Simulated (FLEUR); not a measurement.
# CuI (Marshite) (F-43m) in FLEUR: a series of runs

One crystal, CuI (Marshite), is run at these levels: r2SCAN, BLYP; tasks: band structure, equation of state.

Everything below comes from runs of FLEUR MaX-R8.1 (later development tree). Logs are shortened: lines on timing, memory, paths and dates and some standing lists are left out, and cuts for length are marked.

### Step 1. The crystal as given

It takes space group F-43m (No. 216, cubic). The conventional cell has a = 6.063 Å, b = 6.063 Å, c = 6.063 Å, α = 90.00°, β = 90.00°, γ = 90.00°. I (site symmetry -43m) is surrounded by 4 Cu at 2.63 Å. Around Cu (site symmetry -43m) lie 4 I at 2.63 Å.

### Step 2. Band structure, r2SCAN

Input file inp.xml:

```xml
<?xml version="1.0" encoding="UTF-8" standalone="no"?>
<fleurInput fleurInputVersion="0.39">
   <comment>
      CuI                                                                                                 
   </comment>
   <calculationSetup>
      <cutoffs Kmax="4.39" Gmax="13.6" GmaxXC="13.6" numbands="0"/>
      <scfLoop itmax="60" minDistance="0.00001" maxIterBroyd="15" imix="Anderson" alpha="0.05" precondParam="0.0" spinf="2.0" sdNocoIR="T"/>
      <coreElectrons ctail="F" frcor="F" kcrel="0" coretail_lmax="0"/>
      <xcFunctional name="LibXC" relativisticCorrections="F">
         <LibXCName exchange="mgga_x_r2scan" correlation="mgga_c_r2scan"/>
         <AuxGGA exchange="117" correlation="130"/>
      </xcFunctional>
      <magnetism jspins="1"/>
      <soc l_soc="F" theta="0.0" phi="0.0" spav="F"/>
      <expertModes spex="0" secvar="F"/>
      <geometryOptimization l_f="F" forcealpha="1.0" forcemix="BFGS" epsdisp="0.00001" epsforce="0.00001"/>
      <ldaU l_linMix="F" mixParam="0.05" spinf="1.0"/>
   </calculationSetup>
   <cell>
      <bzIntegration valenceElectrons="42.0" mode="hist" fermiSmearingEnergy="0.00183747">
         <kPointListSelection listName="default-1"/>
         <!-- k-points included here -->
         <xi:include xmlns:xi="http://www.w3.org/2001/XInclude" href="kpts.xml"> </xi:include>
      </bzIntegration>
[... 35 lines left out ...]
         </electronConfig>
         <energyParameters s="4" p="4" d="3" f="4"/>
         <lo type="SCLO" l="0" n="3" eDeriv="0"/>
         <lo type="SCLO" l="1" n="3" eDeriv="0"/>
         <lo type="SCLO" l="1" n="3" eDeriv="1"/>
         <lo type="SCLO" l="2" n="3" eDeriv="2"/>
         <lo type="SCLO" l="3" n="4" eDeriv="2"/>
      </species>
   </atomSpecies>
   <atomGroups>
      <atomGroup species="Iodine (I)">
         <relPos label="                   1">.0000000000 .0000000000 .0000000000</relPos>
         <force calculate="T" relaxXYZ="TTT"/>
      </atomGroup>
      <atomGroup species="Copper (Cu)">
         <relPos label="                   2">-1.000/4.000 -1.000/4.000 -1.000/4.000</relPos>
         <force calculate="T" relaxXYZ="TTT"/>
      </atomGroup>
   </atomGroups>
   <output dos="F" band="F" slice="F">
      <checks vchk="F" cdinf="F"/>
      <bandDOS minEnergy="-.5*Htr" maxEnergy="0.5*Htr" sigma="0.015" storeEVData="T"/>
      <vacuumDOS vacdos="F" integ="F" star="F" nstars="0" locx1="0.0" locy1="0.0" locx2="0.0" locy2="0.0" nstm="0" tworkf="0.0"/>
      <unfoldingBand unfoldBand="F" supercellX="1" supercellY="1" supercellZ="1"/>
      <plotting iplot="0" polar="F">
         <plot TwoD="T" vec1="  1.0  0.0  0.0" vec2="  0.0  1.0  0.0" vec3="  0.0  0.0  1.0" zero="  0.0  0.0  0.0" file="plot"/>
      </plotting>
      <chargeDensitySlicing numkpt="0" minEigenval="0.0" maxEigenval="0.0" nnne="0" pallst="F"/>
      <specialOutput eonly="F"/>
      <moessbauerParams electricFieldGradient="T" isomerShift="T" coreHyperfine="T" valenceHyperfine="T"/>
      <magneticCircularDichroism mcd="F" energyLo="-10.0" energyUp="0.0"/>
   </output>
  <!-- We include the file relax.xml here to enable relaxations (see documentation) -->
  <xi:include xmlns:xi="http://www.w3.org/2001/XInclude" href="relax.xml"> <xi:fallback/> </xi:include>
</fleurInput>
```

Input file crystal.txt:

```
CuI
&input cartesian=F /
0.0000000000  3.0315000000  3.0315000000
3.0315000000  0.0000000000  3.0315000000
3.0315000000  3.0315000000  0.0000000000
1.8897261246
1.0 1.0 1.0

2
53 0.0000000000  0.0000000000  0.0000000000
29 0.7500000000  0.7500000000  0.7500000000

&kpt div1=8 div2=8 div3=8 gamma=T /
```

Input file inp.xml (bands):

```
<?xml version="1.0" encoding="UTF-8" standalone="no"?>
<fleurInput fleurInputVersion="0.39">
   <comment>
      CuI                                                                                                 
   </comment>
   <calculationSetup>
      <cutoffs Kmax="4.39" Gmax="13.6" GmaxXC="13.6" numbands="0"/>
      <scfLoop itmax="60" minDistance="0.00001" maxIterBroyd="15" imix="Anderson" alpha="0.05" precondParam="0.0" spinf="2.0" sdNocoIR="T"/>
      <coreElectrons ctail="F" frcor="F" kcrel="0" coretail_lmax="0"/>
      <xcFunctional name="LibXC" relativisticCorrections="F">
         <LibXCName exchange="mgga_x_r2scan" correlation="mgga_c_r2scan"/>
         <AuxGGA exchange="117" correlation="130"/>
      </xcFunctional>
      <magnetism jspins="1"/>
      <soc l_soc="F" theta="0.0" phi="0.0" spav="F"/>
      <expertModes spex="0" secvar="F"/>
      <geometryOptimization l_f="F" forcealpha="1.0" forcemix="BFGS" epsdisp="0.00001" epsforce="0.00001"/>
      <ldaU l_linMix="F" mixParam="0.05" spinf="1.0"/>
   </calculationSetup>
   <cell>
      <bzIntegration valenceElectrons="42.0" mode="hist" fermiSmearingEnergy="0.00183747">
         <kPointListSelection listName="path-1"/>
         <!-- k-points included here -->
         <xi:include xmlns:xi="http://www.w3.org/2001/XInclude" href="kpts.xml"> </xi:include>
      </bzIntegration>
      <!-- symmetry operations included here -->
[... 34 lines left out ...]
         </electronConfig>
         <energyParameters s="4" p="4" d="3" f="4"/>
         <lo type="SCLO" l="0" n="3" eDeriv="0"/>
         <lo type="SCLO" l="1" n="3" eDeriv="0"/>
         <lo type="SCLO" l="1" n="3" eDeriv="1"/>
         <lo type="SCLO" l="2" n="3" eDeriv="2"/>
         <lo type="SCLO" l="3" n="4" eDeriv="2"/>
      </species>
   </atomSpecies>
   <atomGroups>
      <atomGroup species="Iodine (I)">
         <relPos label="                   1">.0000000000 .0000000000 .0000000000</relPos>
         <force calculate="T" relaxXYZ="TTT"/>
      </atomGroup>
      <atomGroup species="Copper (Cu)">
         <relPos label="                   2">-1.000/4.000 -1.000/4.000 -1.000/4.000</relPos>
         <force calculate="T" relaxXYZ="TTT"/>
      </atomGroup>
   </atomGroups>
   <output dos="F" band="T" slice="F">
      <checks vchk="F" cdinf="F"/>
      <bandDOS minEnergy="-.5*Htr" maxEnergy="0.5*Htr" sigma="0.015" storeEVData="T"/>
      <vacuumDOS vacdos="F" integ="F" star="F" nstars="0" locx1="0.0" locy1="0.0" locx2="0.0" locy2="0.0" nstm="0" tworkf="0.0"/>
      <unfoldingBand unfoldBand="F" supercellX="1" supercellY="1" supercellZ="1"/>
      <plotting iplot="0" polar="F">
         <plot TwoD="T" vec1="  1.0  0.0  0.0" vec2="  0.0  1.0  0.0" vec3="  0.0  0.0  1.0" zero="  0.0  0.0  0.0" file="plot"/>
      </plotting>
      <chargeDensitySlicing numkpt="0" minEigenval="0.0" maxEigenval="0.0" nnne="0" pallst="F"/>
      <specialOutput eonly="F"/>
      <moessbauerParams electricFieldGradient="T" isomerShift="T" coreHyperfine="T" valenceHyperfine="T"/>
      <magneticCircularDichroism mcd="F" energyLo="-10.0" energyUp="0.0"/>
   </output>
  <!-- We include the file relax.xml here to enable relaxations (see documentation) -->
  <xi:include xmlns:xi="http://www.w3.org/2001/XInclude" href="relax.xml"> <xi:fallback/> </xi:include>
</fleurInput>
```

Potentials or basis: all-electron, FLAPW.

The run is started by

```sh
inpgen -f crystal.txt -profile fastHighL
# inp.xml edited to the form shown
fleur_MPI
fleur_MPI   # second run, on inp.xml (bands)
```

Standard output:

```text
Welcome to FLEUR        (www.flapw.de)
      MaX-Release 8.1          (www.max-centre.eu)
 func_ids         498         497         498         497
 MetaGGA potential functional detected - V_tau will be computed
 Auxiliary Potential for radial basis: exchange=         117  correlation=         130
The functional 'Re-regularized SCAN exchange by Furness et al' is an exchange functional, it belongs to the 'MGGA' family and is defined in the reference(s):
[1] J. W. Furness, A. D. Kaplan, J. Ning, J. P. Perdew, and J. Sun.,  J. Phys. Chem. Lett. 11, 8208-8215 (2020)
[2] J. W. Furness, A. D. Kaplan, J. Ning, J. P. Perdew, and J. Sun.,  J. Phys. Chem. Lett. 11, 9248-9248 (2020)
The functional 'Re-regularized SCAN correlation by Furness et al' is a correlation functional, it belongs to the 'MGGA' family and is defined in the reference(s):
[1] J. W. Furness, A. D. Kaplan, J. Ning, J. P. Perdew, and J. Sun.,  J. Phys. Chem. Lett. 11, 8208-8215 (2020)
[2] J. W. Furness, A. D. Kaplan, J. Ning, J. P. Perdew, and J. Sun.,  J. Phys. Chem. Lett. 11, 9248-9248 (2020)
 Using same functional for VXC and EXC

 ========== k-point set info ==========
 Selected k-point list: default-1
 k-point list type: mesh
 8 x 8 x 8
 Number of k points: 29

 ------------Calculation Setup---------------------------
 Number of MPI-tasks      :            1
 Number of PE/node        :            1
 Number of OMP-threads    :            1
 Most efficient MPI parallelization for:
           1          29
 Additional eigenvalue parallelization possible
 Number of basis functions:          630
 Approximate size of matrices (H+S) per k-point:         0.012 GB
 --------------------------------------------------------
The functional 'Hammer, Hansen, and Norskov' is an exchange functional, it belongs to the 'GGA' family and is defined in the reference(s):
[1] B. Hammer, L. B. Hansen, and J. K. Nørskov.,  Phys. Rev. B 59, 7413 (1999)
The functional 'Perdew, Burke & Ernzerhof' is a correlation functional, it belongs to the 'GGA' family and is defined in the reference(s):
[1] J. P. Perdew, K. Burke, and M. Ernzerhof.,  Phys. Rev. Lett. 77, 3865 (1996)
[2] J. P. Perdew, K. Burke, and M. Ernzerhof.,  Phys. Rev. Lett. 78, 1396 (1997)
 Using same functional for VXC and EXC
 Using auxiliary GGA potential for the first iteration of MetaGGA calculation.
 Reset of history
 Reset of history
 Iteration:     1   Distance:      22.65967573 me/bohr^3
The functional 'Hammer, Hansen, and Norskov' is an exchange functional, it belongs to the 'GGA' family and is defined in the reference(s):
[1] B. Hammer, L. B. Hansen, and J. K. Nørskov.,  Phys. Rev. B 59, 7413 (1999)
The functional 'Perdew, Burke & Ernzerhof' is a correlation functional, it belongs to the 'GGA' family and is defined in the reference(s):
[1] J. P. Perdew, K. Burke, and M. Ernzerhof.,  Phys. Rev. Lett. 77, 3865 (1996)
[2] J. P. Perdew, K. Burke, and M. Ernzerhof.,  Phys. Rev. Lett. 78, 1396 (1997)
 Using same functional for VXC and EXC
 Iteration:     2   Distance:      20.68777963 me/bohr^3
The functional 'Hammer, Hansen, and Norskov' is an exchange functional, it belongs to the 'GGA' family and is defined in the reference(s):
[1] B. Hammer, L. B. Hansen, and J. K. Nørskov.,  Phys. Rev. B 59, 7413 (1999)
The functional 'Perdew, Burke & Ernzerhof' is a correlation functional, it belongs to the 'GGA' family and is defined in the reference(s):
[1] J. P. Perdew, K. Burke, and M. Ernzerhof.,  Phys. Rev. Lett. 77, 3865 (1996)
[2] J. P. Perdew, K. Burke, and M. Ernzerhof.,  Phys. Rev. Lett. 78, 1396 (1997)
 Using same functional for VXC and EXC
 Iteration:     3   Distance:      19.63230462 me/bohr^3
The functional 'Hammer, Hansen, and Norskov' is an exchange functional, it belongs to the 'GGA' family and is defined in the reference(s):
[1] B. Hammer, L. B. Hansen, and J. K. Nørskov.,  Phys. Rev. B 59, 7413 (1999)
The functional 'Perdew, Burke & Ernzerhof' is a correlation functional, it belongs to the 'GGA' family and is defined in the reference(s):
[1] J. P. Perdew, K. Burke, and M. Ernzerhof.,  Phys. Rev. Lett. 77, 3865 (1996)
[2] J. P. Perdew, K. Burke, and M. Ernzerhof.,  Phys. Rev. Lett. 78, 1396 (1997)
 Using same functional for VXC and EXC
 Iteration:     4   Distance:       3.98531821 me/bohr^3
The functional 'Hammer, Hansen, and Norskov' is an exchange functional, it belongs to the 'GGA' family and is defined in the reference(s):
[1] B. Hammer, L. B. Hansen, and J. K. Nørskov.,  Phys. Rev. B 59, 7413 (1999)
The functional 'Perdew, Burke & Ernzerhof' is a correlation functional, it belongs to the 'GGA' family and is defined in the reference(s):
[1] J. P. Perdew, K. Burke, and M. Ernzerhof.,  Phys. Rev. Lett. 77, 3865 (1996)
[2] J. P. Perdew, K. Burke, and M. Ernzerhof.,  Phys. Rev. Lett. 78, 1396 (1997)
 Using same functional for VXC and EXC
 Iteration:     5   Distance:       0.76637801 me/bohr^3
The functional 'Hammer, Hansen, and Norskov' is an exchange functional, it belongs to the 'GGA' family and is defined in the reference(s):
[1] B. Hammer, L. B. Hansen, and J. K. Nørskov.,  Phys. Rev. B 59, 7413 (1999)
The functional 'Perdew, Burke & Ernzerhof' is a correlation functional, it belongs to the 'GGA' family and is defined in the reference(s):
[1] J. P. Perdew, K. Burke, and M. Ernzerhof.,  Phys. Rev. Lett. 77, 3865 (1996)
[2] J. P. Perdew, K. Burke, and M. Ernzerhof.,  Phys. Rev. Lett. 78, 1396 (1997)
 Using same functional for VXC and EXC
 Iteration:     6   Distance:       0.60051179 me/bohr^3
The functional 'Hammer, Hansen, and Norskov' is an exchange functional, it belongs to the 'GGA' family and is defined in the reference(s):
[1] B. Hammer, L. B. Hansen, and J. K. Nørskov.,  Phys. Rev. B 59, 7413 (1999)
The functional 'Perdew, Burke & Ernzerhof' is a correlation functional, it belongs to the 'GGA' family and is defined in the reference(s):
[1] J. P. Perdew, K. Burke, and M. Ernzerhof.,  Phys. Rev. Lett. 77, 3865 (1996)
[2] J. P. Perdew, K. Burke, and M. Ernzerhof.,  Phys. Rev. Lett. 78, 1396 (1997)
 Using same functional for VXC and EXC
[... 54 lines left out ...]
[2] J. P. Perdew, K. Burke, and M. Ernzerhof.,  Phys. Rev. Lett. 78, 1396 (1997)
 Using same functional for VXC and EXC
 Iteration:    15   Distance:       0.00002974 me/bohr^3
The functional 'Hammer, Hansen, and Norskov' is an exchange functional, it belongs to the 'GGA' family and is defined in the reference(s):
[1] B. Hammer, L. B. Hansen, and J. K. Nørskov.,  Phys. Rev. B 59, 7413 (1999)
The functional 'Perdew, Burke & Ernzerhof' is a correlation functional, it belongs to the 'GGA' family and is defined in the reference(s):
[1] J. P. Perdew, K. Burke, and M. Ernzerhof.,  Phys. Rev. Lett. 77, 3865 (1996)
[2] J. P. Perdew, K. Burke, and M. Ernzerhof.,  Phys. Rev. Lett. 78, 1396 (1997)
 Using same functional for VXC and EXC
 Iteration:    16   Distance:       0.00002829 me/bohr^3
The functional 'Hammer, Hansen, and Norskov' is an exchange functional, it belongs to the 'GGA' family and is defined in the reference(s):
[1] B. Hammer, L. B. Hansen, and J. K. Nørskov.,  Phys. Rev. B 59, 7413 (1999)
The functional 'Perdew, Burke & Ernzerhof' is a correlation functional, it belongs to the 'GGA' family and is defined in the reference(s):
[1] J. P. Perdew, K. Burke, and M. Ernzerhof.,  Phys. Rev. Lett. 77, 3865 (1996)
[2] J. P. Perdew, K. Burke, and M. Ernzerhof.,  Phys. Rev. Lett. 78, 1396 (1997)
 Using same functional for VXC and EXC
 Iteration:    17   Distance:       0.00002094 me/bohr^3
The functional 'Hammer, Hansen, and Norskov' is an exchange functional, it belongs to the 'GGA' family and is defined in the reference(s):
[1] B. Hammer, L. B. Hansen, and J. K. Nørskov.,  Phys. Rev. B 59, 7413 (1999)
The functional 'Perdew, Burke & Ernzerhof' is a correlation functional, it belongs to the 'GGA' family and is defined in the reference(s):
[1] J. P. Perdew, K. Burke, and M. Ernzerhof.,  Phys. Rev. Lett. 77, 3865 (1996)
[2] J. P. Perdew, K. Burke, and M. Ernzerhof.,  Phys. Rev. Lett. 78, 1396 (1997)
 Using same functional for VXC and EXC
 Iteration:    18   Distance:       0.00001097 me/bohr^3
The functional 'Hammer, Hansen, and Norskov' is an exchange functional, it belongs to the 'GGA' family and is defined in the reference(s):
[1] B. Hammer, L. B. Hansen, and J. K. Nørskov.,  Phys. Rev. B 59, 7413 (1999)
The functional 'Perdew, Burke & Ernzerhof' is a correlation functional, it belongs to the 'GGA' family and is defined in the reference(s):
[1] J. P. Perdew, K. Burke, and M. Ernzerhof.,  Phys. Rev. Lett. 77, 3865 (1996)
[2] J. P. Perdew, K. Burke, and M. Ernzerhof.,  Phys. Rev. Lett. 78, 1396 (1997)
 Using same functional for VXC and EXC
 Iteration:    19   Distance:       0.00000217 me/bohr^3

 ********************************************************************
 Run finished successfully
 Stop message:
   all done
 ********************************************************************
```

Wall time 2.1 min (1 thread of Intel Xeon Platinum 8488C (Sapphire Rapids), shared host); peak memory 0.09 GiB.

Results:

```yaml
Free_energy: -238757.9123 eV
Band_gap_on_the_k_mesh: 1.61 eV, direct
Band_gap_along_the_path: 1.61 eV, direct
Valence_electrons_inside_the_program's_atomic_spheres: I 20.18; Cu 17.83 (radii I 2.36, Cu 2.23 bohr)
```

Levels at the corners of the path, in eV from the valence-band top:
```
point  band 19  band 20  band 21  band 22  band 23  band 24
    Γ     0.00     0.00     0.00     1.61     5.28     5.28
    X    -1.73    -1.49    -1.49     2.93     3.17     9.77
    W    -1.74    -1.58    -1.24     4.85     4.88     6.53
    K    -1.69    -1.48    -1.24     3.37     4.92     7.96
    Γ     0.00     0.00     0.00     1.61     5.28     5.28
    L    -1.76    -0.71    -0.71     2.55     5.79     5.79
    U    -1.69    -1.48    -1.24     3.37     4.92     7.96
    W    -1.74    -1.58    -1.24     4.85     4.88     6.53
    L    -1.76    -0.71    -0.71     2.55     5.79     5.79
    K    -1.69    -1.48    -1.24     3.37     4.92     7.96
    U    -1.69    -1.48    -1.24     3.37     4.92     7.96
    X    -1.73    -1.49    -1.49     2.93     3.17     9.77
```

Core levels (eV from the Fermi level):
```
atom                                                                                                                                            levels
 1 I  1s1/2 -32958.8, 2s1/2 -5086.9, 2p1/2 -4771.8, 2p3/2 -4473.1, 3s1/2 -1023.2, 3p1/2 -893.1, 3p3/2 -836.8, 4s1/2 -175.9, 3d3/2 -607.9, 3d5/2 -596.0
2 Cu                                                                                          1s1/2 -8845.9, 2s1/2 -1058.3, 2p1/2 -926.3, 2p3/2 -905.8
```

Caveat: the meta-GGA is that of a development version, with a GGA for the radial functions and cores and without core tails; spin-orbit coupling is left out, which moves the levels of the heavy elements. r2SCAN opens gaps a little over a GGA but as a rule still falls short of measured ones.

(Part 1 of 2 ends here.)
